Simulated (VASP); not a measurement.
Write the native input for VASP 6.6.1 that does the following.

- Task: relaxation of the atoms
- Functional: PBE
- Potentials or basis: VASP PAW PBE potentials, release 64 (B, As)
- Cutoff: 600 eV
- k mesh: 10 × 10 × 10
- Occupations: gaussian, width 0.03 eV
- Spin: no spin polarisation
- Further INCAR settings: ALGO = Normal; EDIFF = 1e-07; IBRION = 2; EDIFFG = -0.01; NSW = 40

The structure of BAs lies in POSCAR:

```
BAs                                     
1.0
    0.0000000000      2.4398604663      2.4398604663
    2.4398604663      0.0000000000      2.4398604663
    2.4398604663      2.4398604663      0.0000000000
  B               As            
     1     1
Direct
     0.0000000000000000    0.0000000000000000    0.0000000000000000
     0.2500000000000000    0.2500000000000000    0.2500000000000000
```

The cell isn't the ideal one: a relaxed cell with its volume scaled by 1.04.

One way to write it, as run:

INCAR

```
SYSTEM = BAs
PREC = Accurate
ENCUT = 600
EDIFF = 1E-7
ISMEAR = 0
SIGMA = 0.03
LREAL = .FALSE.
LASPH = .TRUE.
NELM = 80
ALGO = Normal
ISIF = 2
LWAVE = .FALSE.
LCHARG = .FALSE.
GGA = PE
IBRION = 2
NSW = 40
EDIFFG = -0.01
```

KPOINTS

```
Automatic mesh
0
G
  10 10 10
  0 0 0
```

Potentials or basis: VASP PAW PBE potentials, release 64 (B, As).

Run with:

```bash
$ cat potpaw_PBE.64/B/POTCAR potpaw_PBE.64/As/POTCAR > POTCAR
$ mpirun -np 1 vasp_std > vasp.out
```

Results of the run:

The pressure after relaxing is -4.8 GPa. The band gap on the k mesh is 1.24 eV, indirect (least direct gap 3.20 eV).

Caveat: the relaxation stopped at its first step, so nothing moved.

Wall time 19 s on 1 thread of Intel(R) Xeon(R) Platinum 8488C (Sapphire Rapids) (shared host), peak memory 0.16 GiB.
